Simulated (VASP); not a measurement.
# Co2PtO4 in VASP: a series of runs, part 3 of 3

VASP 6.6.1. Earlier steps stand in the parts before.

## (4) Relaxation of the atoms, PBE+dDsC, collinear spin, ferromagnetic start (the (0 0 1) slab of CoPtO2, cut from the database cell, not relaxed)

INCAR reads:

```
ALGO = Normal
DIPOL = 0.5 0.5 0.500
EDIFF = 1E-7
EDIFFG = -0.01
ENCUT = 520
GGA = PE
IBRION = 2
IDIPOL = 3
ISIF = 2
ISMEAR = 0
ISPIN = 2
IVDW = 4
LASPH = T
LCHARG = F
LDIPOL = T
LMAXMIX = 4
LORBIT = 11
LREAL = F
LWAVE = F
MAGMOM = 0 0 0 0 2 2 0
NELM = 100
NSW = 60
PREC = Accurate
SIGMA = 0.05
```

KPOINTS reads:

```
k-points
0
Gamma
  8 8 1
```

POSCAR reads:

```
Co2PtO4
1.0
    2.8245398345      0.0000000000      0.0000000000
   -1.4122699173      2.4461232507      0.0000000000
    0.0000000000      0.0000000000     22.8788124025
O Co Pt
4 2 1
Selective dynamics
Direct
    0.0000000000      0.0000000000      0.3278142182  F F F
    0.6666666667      0.3333333333      0.4125836222  F F F
    0.6666666667      0.3333333333      0.5874163778  T T T
    0.3333333333      0.6666666667      0.6721857818  T T T
    0.3333333333      0.6666666667      0.3701989202  F F F
    0.0000000000      0.0000000000      0.6298010798  T T T
    0.6666666667      0.3333333333      0.5000000000  T T T
```

Potentials or basis: VASP PAW PBE potentials, release 64 (O, Co, Pt).

The run is started by

```sh
$ cat potpaw_PBE.64/O/POTCAR potpaw_PBE.64/Co/POTCAR potpaw_PBE.64/Pt/POTCAR > POTCAR
$ mpirun -np 1 vasp_std > vasp.out
```

OUTCAR:

```text
EDIFF = 1E-7
   EDIFFG = -0.01
   ENCUT = 520
   GGA = PE
   IBRION = 2
   ISIF = 2
   ISMEAR = 0
   ISPIN = 2
   IVDW = 4
   LASPH = T
   LORBIT = 11
   LREAL = F
   NELM = 100
   NSW = 60
   PREC = Accurate
  IVDW =   4

 ion  position               nearest neighbor table
   1  0.000  0.000  0.328-   5 1.90   5 1.90   5 1.90
   2  0.667  0.333  0.413-   5 1.90   5 1.90   5 1.90   7 2.00
   3  0.667  0.333  0.587-   6 1.90   6 1.90   6 1.90   7 2.00
   4  0.333  0.667  0.672-   6 1.90   6 1.90   6 1.90
   5  0.333  0.667  0.370-   2 1.90   2 1.90   1 1.90   1 1.90   1 1.90   2 1.90
   6  0.000  0.000  0.630-   4 1.90   3 1.90   4 1.90   3 1.90   4 1.90   3 1.90
   7  0.667  0.333  0.500-   2 2.00   3 2.00

  LATTYP: Found a hexagonal cell.
 ALAT       =     2.8245398345
 C/A-ratio  =     8.1000140706

  Lattice vectors:

 A1 = (   2.8245398345,   0.0000000000,   0.0000000000)
 A2 = (  -1.4122699173,   2.4461232507,   0.0000000000)
 A3 = (   0.0000000000,   0.0000000000,  22.8788124025)

Analysis of symmetry for initial positions (statically):
=====================================================================
 Subroutine PRICEL returns:
 Original cell was already a primitive cell.

 Routine SETGRP: Setting up the symmetry group for a
 hexagonal supercell.

 Subroutine GETGRP returns: Found 12 space group operations
 (whereof  6 operations were pure point group operations)
 out of a pool of 24 trial point group operations.

The static configuration has the point symmetry C_3v.
 The point group associated with its full space group is D_3d.

Analysis of symmetry for dynamics (positions and initial velocities):
=====================================================================
 Subroutine PRICEL returns:
 Original cell was already a primitive cell.

 Routine SETGRP: Setting up the symmetry group for a
 hexagonal supercell.

 Subroutine GETGRP returns: Found 12 space group operations
 (whereof  6 operations were pure point group operations)
 out of a pool of 24 trial point group operations.

The dynamic configuration has the point symmetry C_3v.
[... 322 lines left out ...]

------------------------ aborting loop because EDIFF is reached ----------------------------------------
[... 89 lines left out ...]
--------------------------------------- Ionic step       17  -------------------------------------------

 number of electron      52.0000004 magnetization       1.0602047

 dipolmoment           0.000000      0.000000     -0.013866 electrons x Angstroem

 Free energy of the ion-electron system (eV)
  ---------------------------------------------------
  ext. energy  EPLUGINS =         0.00000000
  ---------------------------------------------------
  free energy    TOTEN  =       -46.00984653 eV

  energy without entropy =      -46.00235537  energy(sigma->0) =      -46.00610095

 E-fermi :  -1.2935     XC(G=0):  -5.8145

 val. band max:       -1.3232989645   @ k =   0.3750   0.2500   0.0000
 cond. band min:      -1.2839345494   @ k =   0.3750   0.2500   0.0000
 fundamental gap:      0.0393644151
 Fermi energy:        -1.2935313766

 spin component 1

 k-point     1 :       0.0000    0.0000    0.0000
  band No.  band energies     occupation
      1     -21.8375      1.00000
      2     -21.6366      1.00000
      3     -19.6421      1.00000
      4     -19.3549      1.00000
      5      -9.3854      1.00000
      6      -8.0016      1.00000
[... 349 lines left out ...]
     32       5.1707      0.00000
     33       6.6674      0.00000
 Fermi energy:        -1.2935313766

 spin component 2

 k-point     1 :       0.0000    0.0000    0.0000
  band No.  band energies     occupation
      1     -21.7815      1.00000
      2     -21.5781      1.00000
      3     -19.5268      1.00000
      4     -19.2522      1.00000
      5      -9.3053      1.00000
      6      -7.9155      1.00000
[... 349 lines left out ...]
     32       5.2412      0.00000
     33       6.7291      0.00000

------------------------ aborting loop because EDIFF is reached ----------------------------------------

 vacuum level on the upper side and lower side of the slab       (xc-potential included)        -0.218         0.126

  Hirshfeld-DOM and Hirshfeld charges and relative Volumes:
            ion         q(e)           q(e)           rel_vol
   -----------------------------------------------------------
      1     O          -0.234         -0.208          0.986
      2     O          -0.289         -0.246          0.939
      3     O          -0.289         -0.247          0.952
      4     O          -0.245         -0.217          0.981
      5     Co          0.425          0.368          0.859
      6     Co          0.435          0.376          0.853
      7     Pt          0.197          0.174          1.012
[... 36 lines left out ...]
  FREE ENERGIE OF THE ION-ELECTRON SYSTEM (eV)
  ---------------------------------------------------
  free  energy   TOTEN  =       -47.4974840401 eV

  energy  without entropy=      -47.4899928850  energy(sigma->0) =      -47.49373846

 reached required accuracy - stopping structural energy minimisation

 vacuum level on the upper side and lower side of the slab         5.983         6.346

 total charge

# of ion       s       p       d       tot
------------------------------------------
    1        1.588   3.323   0.000   4.910
    2        1.560   3.459   0.000   5.019
    3        1.560   3.450   0.000   5.010
    4        1.584   3.360   0.000   4.944
    5        0.443   0.684   7.275   8.403
    6        0.452   0.701   7.289   8.442
    7        0.649   0.572   7.974   9.196
--------------------------------------------------
tot          7.837  15.549  22.539  45.925

 magnetization (x)

# of ion       s       p       d       tot
------------------------------------------
    1        0.001   0.067   0.000   0.068
    2        0.000   0.022   0.000   0.022
    3        0.000   0.022   0.000   0.023
    4        0.001   0.082   0.000   0.083
    5        0.003   0.006   0.334   0.344
    6        0.003   0.007   0.329   0.339
    7        0.009   0.006   0.124   0.139
--------------------------------------------------
tot          0.018   0.213   0.787   1.017
```

OSZICAR:

```text
N       E                     dE             d eps       ncg     rms          rms(c)
DAV:   1     0.550662787937E+03    0.55066E+03   -0.24352E+04  1320   0.153E+03
DAV:   2     0.345382069781E+02   -0.51612E+03   -0.47548E+03  1552   0.378E+02
[... 398 lines left out ...]
DAV:  13    -0.460098449324E+02   -0.41523E-06   -0.38974E-09   739   0.263E-04    0.120E-04
DAV:  14    -0.460098457101E+02   -0.77764E-06   -0.10946E-08   832   0.286E-04    0.602E-05
DAV:  15    -0.460098461528E+02   -0.44274E-06   -0.71296E-09   774   0.273E-04    0.161E-04
DAV:  16    -0.460098463768E+02   -0.22395E-06   -0.40069E-09   766   0.258E-04    0.730E-05
DAV:  17    -0.460098465140E+02   -0.13723E-06   -0.50770E-09   790   0.208E-04    0.604E-05
DAV:  18    -0.460098465272E+02   -0.13215E-07   -0.69874E-10   707   0.121E-04
  17 F= -.47497484E+02 E0= -.47493738E+02  d E =-.119415E-04  mag=     1.0602
```

It took 38 min on 1 thread of Intel Xeon Platinum 8488C (Sapphire Rapids), shared host; peak memory 0.47 GiB.

What came out:

* Free energy: -47.4975 eV
* Energy gained by relaxing: 8.5 meV/atom
* Ionic steps: 17
* Band gap on the k mesh: none (metal or under the smearing width)
* Net moment: 1.06 μB per cell
* Site moments: O +0.07, +0.02, +0.08; Co +0.34; Pt +0.14 μB
* Valence electrons inside the program's atomic spheres: O 4.91, 5.02, 5.01, 4.94; Co 8.40, 8.44; Pt 9.20
* Hirshfeld charges: O -0.23, -0.29, -0.24; Co +0.42, +0.43; Pt +0.20 e
* Dispersion energy per atom: -0.213 eV

The path:
| step | energy change (eV) | largest force (eV/Å) | pressure (GPa) |
| --- | --- | --- | --- |
| 1 | 0.0000 | 1.6500 | -1.34 |
| 2 | -0.0117 | 1.6369 | -0.56 |
| 3 | -0.0555 | 1.6448 | -1.01 |
| 4 | -0.0554 | 1.6446 | -1.00 |
| 5 | -0.0564 | 1.6383 | -0.92 |
| 6 | -0.0566 | 1.6401 | -0.95 |
| 7 | -0.0565 | 1.6392 | -0.94 |
| 8 | -0.0568 | 1.6293 | -0.94 |
| 9 | -0.0568 | 1.6276 | -0.93 |
| 10 | -0.0572 | 1.6255 | -0.95 |
| 11 | -0.0575 | 1.6217 | -0.98 |
| 12 | -0.0577 | 1.6211 | -0.99 |
| 13 | -0.0581 | 1.6195 | -1.02 |
| 14 | -0.0589 | 1.6162 | -1.08 |
| 15 | -0.0596 | 1.6095 | -1.20 |
| 16 | -0.0593 | 1.6140 | -1.12 |
| 17 | -0.0593 | 1.6135 | -1.12 |

Final structure:
```cif
data_structure
_symmetry_space_group_name_H-M 'P 1'
_symmetry_Int_Tables_number 1
_cell_length_a 2.8245
_cell_length_b 2.8245
_cell_length_c 22.8788
_cell_angle_alpha 90.000
_cell_angle_beta 90.000
_cell_angle_gamma 120.000
_cell_volume 158.07
loop_
_atom_site_label
_atom_site_type_symbol
_atom_site_fract_x
_atom_site_fract_y
_atom_site_fract_z
_atom_site_occupancy
O1 O 0.00000 0.00000 0.32781 1
O2 O 0.66667 0.33333 0.41258 1
O3 O 0.66667 0.33333 0.58809 1
O4 O 0.33333 0.66667 0.67124 1
Co1 Co 0.33333 0.66667 0.37020 1
Co2 Co 0.00000 0.00000 0.63227 1
Pt1 Pt 0.66667 0.33333 0.50042 1
```

Caveat: semilocal functionals often make such compounds metallic where correlation or magnetic order opens a gap, which also shifts bond lengths. The run has no spin-orbit coupling, so splittings on Pt are missing.

## (5) Relaxation of the atoms, PBE, collinear spin, ferromagnetic start

INCAR reads:

```
SYSTEM = Co2PtO4
ALGO = Normal
DIPOL = 0.5 0.5 0.500
EDIFF = 1E-6
EDIFFG = -0.01
ENCUT = 900
GGA = PE
IBRION = 2
IDIPOL = 3
ISIF = 2
ISMEAR = -1
ISPIN = 2
LASPH = .True.
LCHARG = .False.
LDIPOL = .True.
LMAXMIX = 4
LORBIT = 11
LREAL = .False.
LWAVE = .False.
MAGMOM = 0 0 0 0 2 2 0
NELM = 150
NSW = 60
PREC = Accurate
SIGMA = 0.05
```

KPOINTS reads:

```
k-points
0
Gamma
  8 8 1
  0 0 0
```

POSCAR is that of step 4.

The run is started by

```sh
$ cat potpaw_PBE.64/O/POTCAR potpaw_PBE.64/Co/POTCAR potpaw_PBE.64/Pt/POTCAR > POTCAR
$ mpirun -np 1 vasp_std > vasp.out
```

Run time: 44 min. Hardware: 1 thread of Intel Xeon 6975P-C (Granite Rapids), shared host; peak memory 0.73 GiB.

It converged, with:

```
Free energy                                           : -46.0565 eV
Energy gained by relaxing                             : 8.8 meV/atom
Ionic steps                                           : 12
Band gap on the k mesh                                : none (metal or under the smearing width)
Net moment                                            : 0.94 μB per cell
Site moments                                          : O +0.07, +0.02, +0.08; Co +0.34, +0.33; Pt +0.04 μB
Valence electrons inside the program's atomic spheres : O 4.91, 5.01, 5.00, 4.94; Co 8.40, 8.42; Pt 9.18
```

Step by step:
| step | energy change (eV) | largest force (eV/Å) | pressure (GPa) |
| --- | --- | --- | --- |
| 1 | 0.0000 | 1.7142 | 0.48 |
| 2 | -0.0128 | 1.7108 | 1.13 |
| 3 | -0.0551 | 1.7143 | 0.76 |
| 4 | -0.0569 | 1.7095 | 0.77 |
| 5 | -0.0569 | 1.7083 | 0.78 |
| 6 | -0.0581 | 1.6951 | 0.72 |
| 7 | -0.0590 | 1.6713 | 0.64 |
| 8 | -0.0601 | 1.6652 | 0.49 |
| 9 | -0.0614 | 1.6563 | 0.25 |
| 10 | -0.0613 | 1.6554 | 0.17 |
| 11 | -0.0615 | 1.6564 | 0.22 |
| 12 | -0.0615 | 1.6543 | 0.22 |

Final structure:
```
O Co Pt
1.0
     2.82454    0.00000    0.00000
    -1.41227    2.44612    0.00000
     0.00000    0.00000   22.87881
O Co Pt
4 2 1
Direct
  0.00000 0.00000 0.32781
  0.66667 0.33333 0.41258
  0.66667 0.33333 0.58880
  0.33333 0.66667 0.67273
  0.33333 0.66667 0.37020
  0.00000 0.00000 0.63349
  0.66667 0.33333 0.50082
```

Levels at points of the mesh, in eV from the Fermi level:
Spin up:
```
           k point  band 23  band 24  band 25  band 26  band 27  band 28  band 29  band 30  band 31  band 32
(0.00, 0.00, 0.00)    -1.49    -0.55    -0.55    -0.39    -0.31     2.27     2.27     2.43     2.43     3.67
(0.50, 0.00, 0.00)    -0.95    -0.66    -0.61     0.28     0.81     1.60     2.08     2.29     2.40     2.88
```
Spin down:
| k point | band 21 | band 22 | band 23 | band 24 | band 25 | band 26 | band 27 | band 28 | band 29 | band 30 |
| --- | --- | --- | --- | --- | --- | --- | --- | --- | --- | --- |
| (0.00, 0.00, 0.00) | -1.29 | -1.21 | -1.21 | -0.51 | -0.51 | 0.13 | 0.24 | 2.44 | 2.44 | 2.60 |
| (0.50, 0.00, 0.00) | -0.82 | -0.73 | -0.61 | -0.33 | -0.25 | 0.32 | 0.95 | 1.84 | 2.24 | 2.44 |

Caveat: semilocal functionals often make such compounds metallic where correlation or magnetic order opens a gap, which also shifts bond lengths. With open d or f shells a metallic result of PBE can be an artefact of self-interaction; +U or a hybrid may open a gap.

## (6) Summary

```csv
level,cell,cutoff (eV),smearing,gap on the mesh (eV),moment (μB)
PBEsol,atoms relaxed,520,fermi-dirac 0.05 eV,none,0.95
PBEsol+D3,atoms relaxed,520,fermi-dirac 0.05 eV,none,0.95
PBE+dDsC,"atoms relaxed from: the (0 0 1) slab of CoPtO2, cut from the database cell, not relaxed",520,gaussian 0.05 eV,none,1.06
PBE,atoms relaxed,900,fermi-dirac 0.05 eV,none,0.94
```

Alike in all rows: task relaxation of the atoms; potentials or basis VASP PAW PBE potentials, release 64 (O, Co, Pt); spin collinear, ferromagnetic start; k mesh 8 × 8 × 1.

Caveats: semilocal functionals often make such compounds metallic where correlation or magnetic order opens a gap, which also shifts bond lengths; the PAW data sets were made with another functional, which shifts forces and pressure a little (some runs).

Total energies depend on the potentials used, so only differences within one code and one set of settings carry meaning.
